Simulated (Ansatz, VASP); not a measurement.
# C in VASP and in Ansatz

```xyz
6
Lattice="2.5129 0.0000 0.0000 0.0000 3.5538 0.0000 0.0000 0.0000 18.5129" Properties=species:S:1:pos:R:3 pbc="T T T"
C     1.8847    0.3464    8.1226
C     0.6282    3.2074    8.1226
C     0.6282    2.1699    9.2564
C     1.8847    1.3839    9.2564
C     1.8847    0.3464   10.3903
C     0.6282    3.2074   10.3903
```

Alike in both runs: functional PBEsol; k mesh 12 × 9 × 1; occupations fermi-dirac, width 0.02 eV; no spin polarisation.

Ansatz relaxed the structure, and its values are those at the end. VASP's run is a single point on that final structure, the one shown.

|  | VASP | Ansatz |
| --- | --- | --- |
| version | VASP 6.6.1 | Ansatz 0.2.0 |
| potentials or method | VASP PAW PBE potentials, release 64 (C) | PAW with Ansatz's default frozen-core files, scalar-relativistic |
| plane-wave cutoff (eV) | 520 | 420 |
| valence electrons in the cell | 24 | 24 |

```tsv
	VASP	Ansatz	Ansatz less VASP
rms of the force components (eV/Å)	0.021	0.000	-0.0207
```

Ansatz warned: «stress_scf_threshold_loose».

Caveats: the PAW data sets were made with another functional, which shifts forces and pressure a little (VASP).
